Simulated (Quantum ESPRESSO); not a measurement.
C under changes of volume

One of the cells (9.153 Å³/atom); the others are scaled copies at fixed shape and fractional positions:

```
C
1.0
     2.12732   -1.22828    0.00000
     2.12732    1.22828    0.00000
    -1.37907    0.00000    3.50283
C
2
Cartesian
  -0.6699 0.0000 3.5025
  3.5455 0.0000 0.0003
```

This is a stacking variant of graphite.

* Program: Quantum ESPRESSO 7.5
* Functional: PBEsol
* Potentials or basis: GBRV 1.5 PBEsol
* Cutoff: 612 eV
* Density cutoff: 4898 eV
* k mesh: 13 × 13 × 8
* Occupations: fermi-dirac, width 0.05 eV
* Spin: no spin polarisation

```tsv
volume (Å³/atom)	energy over the lowest point (meV/atom)	pressure (GPa)	gap on the mesh (eV)
8.604	34.46	19.5	0.94
8.787	15.75	12.7	0.93
8.970	4.49	6.5	0.92
9.153	0.00	0.9	0.92
9.336	?	?	?
9.519	9.13	-9.1	0.90
9.702	21.70	-13.4	0.90
```

Task: What does the run at 9.336 Å³/atom give?

Result: Energy over the lowest point 1.73 meV/atom; pressure -4.3 GPa; gap on the mesh 0.91 eV.

Worked out: A Birch-Murnaghan fit of order 3 (a polynomial in V^(-2/3)) to the other rows has its minimum at 9.19 Å³/atom with B0 = V·E''(V) = 267 GPa and B' = 3.5 at fixed shape and positions, which overstates the stiffness. It gives 1.73 meV/atom at 9.336 Å³/atom, against the run's 1.73, and -dE/dV = -4.1 GPa, against -4.3. A straight line through the other rows of the gap, of slope -0.339 eV per unit of ln V, gives 0.91 eV, against the run's 0.91.

Energies are extrapolated to zero smearing.

Caveats: an odd mesh through Γ misses points on the zone boundary, where band edges often lie; this functional lacks dispersion, which binds the layers, so the pressure and a relaxed spacing across them are unreliable.
